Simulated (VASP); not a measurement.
Runs of VASP 6.6.1 on In. The structure is tetragonal, space group I4/mmm (No. 139). Conventional cell: a = 3.389 Å, b = 3.389 Å, c = 4.595 Å, α = 90.00°, β = 90.00°, γ = 90.00°. In (site symmetry 4/mmm) has 12 In at 3.32 to 3.39 Å as nearest neighbours. 

```tsv
level	potentials or basis	k mesh	mesh quality	gap on the mesh (eV)	pressure (GPa)	relaxed volume (Å³/atom)
LDA	VASP PAW LDA potentials, release 64 (In_d)	18 × 18 × 18	not flagged	none	0.0	(b)
PBEsol	VASP PAW PBE potentials, release 64 (In_d)	18 × 18 × 18	not flagged	none	0.0	(a)
PBE+D3(BJ)	VASP PAW PBE potentials, release 64 (In_d)	18 × 18 × 18	not flagged	none	0.0	26.07
PBEsol	VASP PAW PBE potentials, release 64 (In_d)	6 × 6 × 6	coarse	none	0.0	25.10
PBE	VASP PAW PBE potentials, release 64 (In_d)	18 × 18 × 18	not flagged	none	0.0	27.48
```

Alike in all rows: task relaxation of cell and atoms; no spin polarisation; cell relaxed; cutoff (eV) 600; smearing gaussian 0.1 eV.

Question: Estimate the missing entries.

Answer: (a) 25.61; (b) 24.69.

Caveats: some runs use coarse meshes; the PAW data sets were made with another functional, which shifts forces and pressure a little (some runs); pairwise dispersion overbinds metals, which lowers pressure and volume (some runs).

A k mesh can miss the band edges, and the runs leave out spin-orbit coupling on In.

A gap of «none» marks a metal or a gap under the smearing width.

Not every run made on this cell is shown here.
